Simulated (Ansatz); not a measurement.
**Al2O3: equation of state with LDA**

The system is Al2O3.

```
Al O
1.0
     3.01748    0.00000    0.00000
    -1.50874    2.61322    0.00000
     0.00000    0.00000    7.57464
Al O
2 3
Direct
  0.00000 0.00000 0.72205
  0.00000 0.00000 0.27795
  0.00000 0.00000 0.50000
  0.66667 0.33333 0.80055
  0.33333 0.66667 0.19945
```

Measurements of this composition are mostly on another form, of space group No. 167.

```
Program             : Ansatz 0.2.0
Task                : equation of state
Functional          : LDA
Potentials or basis : all-electron LAPW, scalar-relativistic
Basis error allowed : 0.002 eV/atom
k mesh              : 10 × 10 × 4
Occupations         : fermi-dirac, width 0.05 eV
Spin                : no spin polarisation
```

| Quantity | Value |
| --- | --- |
| Equilibrium volume | 11.36 Å³/atom |
| Bulk modulus at fixed shape and positions | 180 GPa |
| Pressure derivative of the bulk modulus | 4.0 |

Energy against volume, from the lowest point:
```
volume (Å³/atom)  energy (meV/atom)
          11.229               0.41
          11.468               0.00
          11.707               4.97
          11.946              14.78
          12.185              28.96
          12.424              47.06
          12.662              68.68
```

All runs of the series together: 48 s on 4 threads of Intel(R) Xeon(R) Platinum 8488C (Sapphire Rapids), with other jobs on the host.

Caveat: the cell was scaled at fixed shape and fractional positions, which overstates the stiffness of a crystal with free parameters, most of all of layers and chains.
